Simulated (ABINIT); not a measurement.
SnSe2:

```
Sn Se
1.0
     3.81100    0.00000    0.00000
    -1.90550    3.30042    0.00000
     0.00000    0.00000    6.13600
Sn Se
1 2
Direct
  0.00000 0.00000 0.00000
  0.66667 0.33333 0.75100
  0.33333 0.66667 0.24900
```

Program: ABINIT 10.8.3 (patched build). Alike in all runs: no spin polarisation; cell as given.

Order these runs on this cell by their band gap on the k mesh, lowest first.
A. level HSE06; potentials or basis SG15 NC PBE v1.2; k mesh 6 × 6 × 4; cutoff (eV) 490; smearing fixed; most SCF steps 60; mesh quality not flagged
B. level r2SCAN; potentials or basis JTH PAW PBE v2.0; k mesh 8 × 8 × 5; cutoff (eV) 707; smearing fermi-dirac 0.05 eV; fine-grid cutoff 1306.15 eV; mesh quality not flagged
C. level LDA; potentials or basis JTH PAW LDA v2.0; k mesh 3 × 3 × 2; cutoff (eV) 408; smearing fermi-dirac 0.05 eV; fine-grid cutoff 816.342 eV; mesh quality coarse
D. level PBE0; potentials or basis SG15 NC PBE v1.2; k mesh 6 × 6 × 4; cutoff (eV) 490; smearing fixed; most SCF steps 60; mesh quality not flagged

C (0.85 eV), B (1.10 eV), A (1.41 eV), D (2.09 eV).

Caveats: some runs use coarse meshes; spin-orbit coupling is left out, which moves the levels of the heavy elements; an odd mesh through Γ misses points on the zone boundary, where band edges often lie (some runs); Libxc's HSE differs a little from that of other programs (some runs).

Not every run made on this cell is shown here.
